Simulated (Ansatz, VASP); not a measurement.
# Two plane-wave programs on AlN

File INCAR:

```
SYSTEM = AlN
ALGO = Normal
EDIFF = 1E-6
ENCUT = 520
GGA = PE
ISIF = 2
ISMEAR = 0
LASPH = .True.
LCHARG = .True.
LELF = .True.
LREAL = .False.
LVHAR = .True.
LWAVE = .False.
NBANDS = 16
NELM = 80
PREC = Accurate
SIGMA = 0.05
```

Contents of KPOINTS:

```
k-points
0
Gamma
  9 9 6
  0 0 0
```

The input POSCAR:

```
AlN
1.0
    3.4377000000      0.0000000000      0.0000000000
   -1.7188500000      2.9771355306      0.0000000000
    0.0000000000      0.0000000000      3.9363000000
Al N
2 2
Direct
    0.3333333333      0.6666666667      0.7500000000
    0.6666666667      0.3333333333      0.2500000000
    0.3333333333      0.6666666667      0.2500000000
    0.6666666667      0.3333333333      0.7500000000
```

Input for Ansatz:

```yaml
crystal:
  lattice:
    - [3.4377, 0.0, 0.0]
    - [-1.71885, 2.9771355306, 0.0]
    - [0.0, 0.0, 3.9363]
  atoms:
    - { symbol: Al, position: [0.3333333333, 0.6666666667, 0.75] }
    - { symbol: Al, position: [0.6666666667, 0.3333333333, 0.25] }
    - { symbol: "N", position: [0.3333333333, 0.6666666667, 0.25] }
    - { symbol: "N", position: [0.6666666667, 0.3333333333, 0.75] }
basis:
  ecutwfc: 520.0
kpoints:
  mp_grid: { grid: [9, 9, 6] }
hamiltonian:
  xc: pbe
  pseudopotentials: { kind: paw, azcp: { folder: soft_1 } }
scf:
  occupations: { method: gaussian, width: 0.05 }
output:
  forces: true
  stress: true
  eigenvalues: true
```

Alike in both runs: task single point; functional PBE; k mesh 9 × 9 × 6; occupations gaussian, width 0.05 eV; no spin polarisation.

```csv
,VASP,Ansatz
version,VASP 6.6.1,Ansatz 0.2.0
potentials or method,"VASP PAW PBE potentials, release 64 (Al, N)","scalar-relativistic, plane waves, PAW"
plane-wave cutoff (eV),520,520
valence electrons in the cell,16,16
```

```csv
,VASP,Ansatz,Ansatz less VASP
gap on the k mesh at the Fermi level (eV),3.49,3.48,-0.008
least direct gap on the mesh (eV),3.49,3.48,-0.008
pressure (GPa),-1.7,-1.5,+0.12
largest component of the traceless stress (GPa),13.00,12.86,-0.141
```

Expect the measured gap to be larger: semilocal functionals such as PBE lack the derivative discontinuity.
